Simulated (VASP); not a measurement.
Set up this calculation in VASP 6.6.1, as the native input.

```yaml
Task: single point
Functional: PBEsol
Potentials_or_basis: VASP PAW PBE potentials, release 64 (Ca_sv)
Cutoff: 520 eV
k_mesh: 14 × 14 × 14
Occupations: gaussian, width 0.1 eV
Spin: no spin polarisation
Dipole_correction: no
Further_INCAR_settings: ALGO = Fast; EDIFF = 1e-06; NBANDS = 11
```

The structure of Ca lies in POSCAR:

```
Ca
1.0
   -2.0184771616      1.9350434601      2.4418800595
    2.0184771616     -1.9350434601      2.4418800595
    2.0184771616      1.9350434601     -2.4418800595
Ca
1
Direct
    0.5000000000      0.5000000000      0.0000000000
```

This isn't the form of Ca at room conditions, which is fcc.

The cell isn't the ideal one: strained and moved within the space group.

One way to write it, as run:

INCAR

```
SYSTEM = Ca
PREC = Accurate
ENCUT = 520
EDIFF = 1E-6
ISMEAR = 0
SIGMA = 0.1
LREAL = .FALSE.
LASPH = .TRUE.
NELM = 100
ALGO = Fast
ISIF = 2
LWAVE = .FALSE.
LCHARG = .TRUE.
GGA = PS
LELF = .TRUE.
LVHAR = .TRUE.
NBANDS = 11
```

KPOINTS

```
regular mesh
0
G
  14 14 14
  0 0 0
```

Potentials or basis: VASP PAW PBE potentials, release 64 (Ca_sv).

The run is started by

```bash
$ cat potpaw_PBE.64/Ca_sv/POTCAR > POTCAR
$ mpirun -np 1 vasp_std > vasp.out
```

Results of the run:

| Quantity | Value |
| --- | --- |
| Pressure | 1.2 GPa |
| Band gap on the k mesh | none (metal or under the smearing width) |

Caveat: the PAW data sets were made with another functional, which shifts forces and pressure a little.

Wall time 72 s on 1 thread of Intel(R) Xeon(R) 6975P-C (Granite Rapids), with other jobs on the host, peak memory 0.29 GiB.
